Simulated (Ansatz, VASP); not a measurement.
This is a calculation of WS2 for Ansatz 0.2.0.

input.yaml

```yaml
crystal:
  lattice:
    - [1.6099686466, 0.9295158316, 6.2842136955]
    - [-1.6099686466, 0.9295158316, 6.2842136955]
    - [0.0, -1.859031663, 6.2842136955]
  atoms:
    - { symbol: W, position: [0.0, 0.0, 0.0] }
    - { symbol: S, position: [0.581, 0.581, 0.581] }
    - { symbol: S, position: [0.7503, 0.7503, 0.7503] }
hamiltonian:
  xc: pbe
  pseudopotentials: { kind: paw }
kpoints:
  mp_grid: { grid: [10, 10, 10] }
scf:
  occupations: { method: fermi_dirac, width: 0.05 }
output:
  forces: true
  stress: true
  eigenvalues: true
```

Potentials or basis: Ansatz PAW.

Launch:

```console
$ ansatz run input.yaml --threads 1 --pin off --max-ram 3584MiB --backend cpu --events-out ev --progress --plain --runs-dir out
```

Task: Translate it to VASP 6.6.1. Potentials there: VASP PAW PBE potentials, release 64 (W_sv, S).

Result: As run (the cutoff follows the program's own potentials):

INCAR

```
SYSTEM = WS2
ALGO = Normal ; EDIFF = 1E-7
ENCUT = 520 ; GGA = PE
ISIF = 2 ; ISMEAR = -1
LASPH = .TRUE. ; LCHARG = .FALSE.
LREAL = .FALSE. ; LWAVE = .FALSE.
NBANDS = 20 ; NELM = 80
PREC = Accurate ; SIGMA = 0.05
```

The input KPOINTS:

```
k-points
0
G
  10 10 10
  0 0 0
```

POSCAR

```
WS2
1.0
    1.6099686466      0.9295158316      6.2842136955
   -1.6099686466      0.9295158316      6.2842136955
    0.0000000000     -1.8590316630      6.2842136955
W S
1 2
Direct
    0.0000000000      0.0000000000      0.0000000000
    0.5810000000      0.5810000000      0.5810000000
    0.7503000000      0.7503000000      0.7503000000
```

Potentials or basis: VASP PAW PBE potentials, release 64 (W_sv, S).

Run with:

```console
$ cat potpaw_PBE.64/W_sv/POTCAR potpaw_PBE.64/S/POTCAR > POTCAR
$ mpirun -np 1 vasp_std > vasp.out
```

Both were run:

|  | VASP | Ansatz | Ansatz less VASP |
| --- | --- | --- | --- |
| gap on the k mesh at the Fermi level (eV) | 1.12 | 1.11 | -0.015 |
| least direct gap on the mesh (eV) | 2.07 | 2.07 | -0.002 |
| pressure (GPa) | -4.5 | -4.5 | +0.04 |
| largest component of the traceless stress (GPa) | 0.19 | 0.20 | +0.005 |
| rms of the force components (eV/Å) | 0.416 | 0.417 | +0.0009 |

Atom by atom the forces differ by 0.001 eV/Å (rms over components). The functional is the same, so the differences come from potentials, cutoffs and numerics.

Caveats: spin-orbit coupling is left out, which moves the levels of the heavy elements; forces of over 1 eV/Å show positions far from the minimum, so gaps and moduli don't describe the material at rest. A k mesh can miss the band edges.
